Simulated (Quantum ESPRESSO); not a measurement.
The system is AlCo.

```
Co Al
1.0
     2.81940    0.00000    0.00000
     0.00000    2.81940    0.00000
     0.00000    0.00000    2.81940
Co Al
1 1
Direct
  0.50000 0.50000 0.50000
  0.00000 0.00000 0.00000
```

The cell is a database's computed one.

```yaml
Program: Quantum ESPRESSO 7.5
Task: phonons
Functional: PBEsol
Dispersion: D3(BJ)
Potentials_or_basis: PseudoDojo 0.5 SR PBE stringent
Cutoff: 1415 eV
Density_cutoff: 5660 eV
k_mesh: 6 × 6 × 6
Occupations: methfessel-paxton, width 0.272 eV
Spin: collinear spin, ferromagnetic start
Starting_moments: "[2.0, 0.0] μB"
Mixing_beta: 0.3
Most_SCF_iterations: 120
SCF_threshold: 4e-10 Ry
```

At Γ the optical frequencies are 347 347 347 cm⁻¹, at a pressure of -4.3 GPa.

Problem. How do the modes respond when the cell is scaled evenly, at fixed shape?

Solution. The highest mode has a Grüneisen parameter of 1.73 and moves by +3.2 cm⁻¹ per GPa. None of the listed modes softens on compression. The pressures give a bulk modulus of about 185 GPa.

Frequencies at 99 % and 101 % of the volume (pressures -2.4 and -6.1 GPa), ions relaxed:
```csv
mode,99 % (cm⁻¹),101 % (cm⁻¹),Grüneisen parameter
4,352.8,340.8,1.73
5,352.8,340.8,1.73
6,352.8,340.8,1.73
```

Modes are matched by their order; those that don't vary smoothly over the three volumes are left out.

Caveat: the k mesh is coarse (spacing up to 0.37 Å⁻¹), so the values aren't converged; the mesh is thin for the phonons of a metal; the potentials were made for another functional, which shifts forces and pressure; the cell is more than 3 GPa from zero pressure, which shifts response properties; before the sum rule the acoustic modes lie tens of cm⁻¹ from zero, a sign that the density grid also shifts the optical modes; pairwise dispersion overbinds metals, which lowers pressure and volume.
